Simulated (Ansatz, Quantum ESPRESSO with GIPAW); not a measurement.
# Assigning the 17O lines of RbPO3

The values are calculated: DFT, PBEsol, plane-wave PAW (pslibrary 1.0.0 recipes), scalar-relativistic, GIPAW shieldings (Quantum ESPRESSO with GIPAW, a patched development version); field gradients by Ansatz. Shieldings are without the macroscopic shape term, which is common to all sites.

```
CELL_PARAMETERS angstrom
3.03688 -6.69123 0.00000
3.03688 6.69123 0.00000
0.00000 0.00000 4.86253
ATOMIC_POSITIONS crystal
Rb 0.66184 0.33816 0.75000
Rb 0.33816 0.66184 0.25000
P 0.92246 0.07754 0.75000
P 0.07754 0.92246 0.25000
O 0.00000 0.00000 0.00000
O 0.00000 0.00000 0.50000
O 0.34767 0.07774 0.25000
O 0.92226 0.65233 0.25000
O 0.65233 0.92226 0.75000
O 0.07774 0.34767 0.75000
```

The cell is a computed entry of the Materials Project; it need not be the form that is stable at ambient conditions. The coordinates shown are those after relaxation (atoms relaxed).

The O sites:

```
site  atom no.  atoms in cell  site symmetry                     surroundings     bonds (Å)
O(1)         5              2            2/m             bridging P-O-P, 180°         1.598
O(2)         7              4              m  non-bridging on P; 4 neighbours  1.50 to 3.01
```

The lines to be assigned:

| line | σ_iso (ppm) | relative area | span (ppm) | skew | \|C_Q\| (MHz) | η_Q |
| --- | --- | --- | --- | --- | --- | --- |
| A | 134.9 | 1 | 145.1 | 0.77 | 9.95 | 0.05 |
| B | 127.9 | 2 | 89.4 | 0.53 | 5.05 | 0.18 |

Simulated spectrum: 17O static powder, 9.4 T (54.3 MHz), central transition to second order, lines broadened by 23 ppm; the axis counts ppm from the isotropic position of the most shielded site, as −Δσ; rigid lattice, with dipolar and J couplings and satellite transitions left out.

offset (ppm), intensity and a bar:
```
      567       0.00 
      522       0.00 
      477       0.00 
      433       0.10 ###
      416       0.23 #######
      392       0.14 ####
      347       0.09 ###
      302       0.07 ##
      261       0.06 ##
      217       0.06 ##
      172       0.07 ##
      131       0.72 ######################
      120       0.96 #############################
       86       0.55 ################
       42       0.41 ############
       -3       0.37 ###########
      -44       0.45 #############
      -89       0.56 #################
     -134       0.76 #######################
     -158       1.00 ##############################
     -175       0.83 #########################
     -219       0.27 ########
     -264       0.07 ##
     -305       0.07 ##
     -350       0.07 ##
     -394       0.07 ##
     -439       0.08 ##
     -480       0.08 ##
     -525       0.09 ###
     -569       0.10 ###
     -611       0.12 ####
     -655       0.18 #####
     -676       0.23 #######
     -700       0.18 #####
     -741       0.03 #
     -786       0.00 
     -830       0.00 
     -872       0.00
```

Most prominent maxima (ppm: height): 416: 0.23, 120: 0.96, -158: 1.00, -676: 0.23.

Q: Assign the lines to the sites.

By the calculation: A is O(1) (bridging P-O-P, 180°); B is O(2) (non-bridging on P; 4 neighbours). The areas settle A and B, whose multiplicities are unique. The kinds of oxygen differ: bridging P-O-P (O(1)) has σ near 135 ppm and |C_Q| near 10.0 MHz; non-bridging on P (O(2)) has σ near 128 ppm and |C_Q| near 5.0 MHz.

[Banner, clock, file and message-heading lines were taken out of the pw.x and gipaw.x logs.]

[Logs are printed without paths, hosts, clocks, repeated set-up lines and the standing remarks that a program may print on its own settings, such as how far it seeks lower states.]

[Hosts, paths, dates, database ids (printed as entryN), source tags and the programs' standing remarks are cut or masked in the printed files.]
